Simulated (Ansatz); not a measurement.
# Ge4H7: the cost of one run

Program: Ansatz 0.2.0. Level of theory: DFT PBE, scalar-relativistic, plane waves, PAW. These are calculated values, not measurements.

2 further runs of the same task are left out: 1 that didn't finish, 1 set aside as unsound or not needed.

**1. The starting structure**

It takes space group Fd-3m (No. 227, cubic). Conventional cell: a = 5.761 Å, b = 5.761 Å, c = 5.761 Å, α = 90.00°, β = 90.00°, γ = 90.00°. Around Ge (site symmetry -43m) lie 4 Ge at 2.49 Å.

As a file:

```xyz
2
Lattice="0.0000 2.8805 2.8805 2.8805 0.0000 2.8805 2.8805 2.8805 0.0000" Properties=species:S:1:pos:R:3 pbc="T T T"
Ge    0.0000    0.0000    0.0000
Ge    1.4403    1.4403    1.4403
```

It is the result of an earlier relaxation at this level (volume 23.90 Å³/atom; gap on the mesh: none (metal)).

**2. The [111] wire, 8 host atoms a period with H caps**

The wire is cut from the relaxed crystal, periodic along c with vacuum across. Atoms and period relax; energies count from the bulk, -4294.9839 eV an atom. Each H cap counts from half an H2 molecule (-15.872 eV in a separate run).

The cell holds 8 Ge, 14 H: a = 14.300 Å, b = 15.900 Å, c = 9.978 Å, α = 90.00°, β = 90.00°, γ = 90.00°.

**3. Relaxing it**

Pressure and volume refer to the whole cell with its vacuum; only the period along c may change.

Contents of input.yaml:

```yaml
crystal:
  lattice:
    - [14.3, 0.0, 0.0]
    - [0.0, 15.9, 0.0]
    - [0.0, 0.0, 9.9784709762]
  atoms:
    - { symbol: Ge, position: [0.5822359498, 0.5, 0.1666666667] }
    - { symbol: Ge, position: [0.4177640502, 0.5, 0.75] }
    - { symbol: Ge, position: [0.4177640502, 0.5, 0.5] }
    - { symbol: Ge, position: [0.5822359498, 0.5, 0.4166666667] }
    - { symbol: Ge, position: [0.5, 0.628103576, 0.8333333333] }
    - { symbol: Ge, position: [0.5, 0.371896424, 0.0833333333] }
    - { symbol: Ge, position: [0.5, 0.371896424, 0.8333333333] }
    - { symbol: Ge, position: [0.5, 0.628103576, 0.0833333333] }
    - { symbol: H, position: [0.6837692312, 0.5, 0.1152225792] }
    - { symbol: H, position: [0.3162307688, 0.5, 0.8014440874] }
    - { symbol: H, position: [0.3669974095, 0.5790820588, 0.4485559126] }
    - { symbol: H, position: [0.3669974095, 0.4209179412, 0.4485559126] }
    - { symbol: H, position: [0.6330025905, 0.4209179412, 0.4681107541] }
    - { symbol: H, position: [0.6330025905, 0.5790820588, 0.4681107541] }
    - { symbol: H, position: [0.4492333593, 0.7071856348, 0.7818892459] }
    - { symbol: H, position: [0.6015332814, 0.628103576, 0.7818892459] }
    - { symbol: H, position: [0.5507666407, 0.2928143652, 0.1347774208] }
    - { symbol: H, position: [0.3984667186, 0.371896424, 0.1347774208] }
    - { symbol: H, position: [0.4492333593, 0.2928143652, 0.7818892459] }
    - { symbol: H, position: [0.6015332814, 0.371896424, 0.7818892459] }
    - { symbol: H, position: [0.5507666407, 0.7071856348, 0.1347774208] }
    - { symbol: H, position: [0.3984667186, 0.628103576, 0.1347774208] }
basis:
  ecutwfc: 420
kpoints:
  mp_grid: { grid: [1, 1, 6] }
hamiltonian:
  xc: pbe
scf:
  occupations: { method: gaussian, width: 0.05 }
output:
  forces: true
  stress: true
  eigenvalues: true
  populations: true
  write_density: true
  write_potential: true
  elf: true
  volumetric_format: npy
relax:
  adjacent_minimum: "off"
  f_tol: 0.02
  max_steps: 45
  cell: { fix: [a, b, alpha, beta, gamma], stress_tol: 0.03 }
```

The run is started by

```bash
$ ansatz run input.yaml --threads 4 --pin off --max-ram 11264MiB --backend cpu --events-out ev --progress --plain --runs-dir out
```

**Question.** How long does this run take on 4 threads of Arm Neoverse V2, shared host, and how much memory does it need?

About 87 s, with a peak of 4.1 GiB.
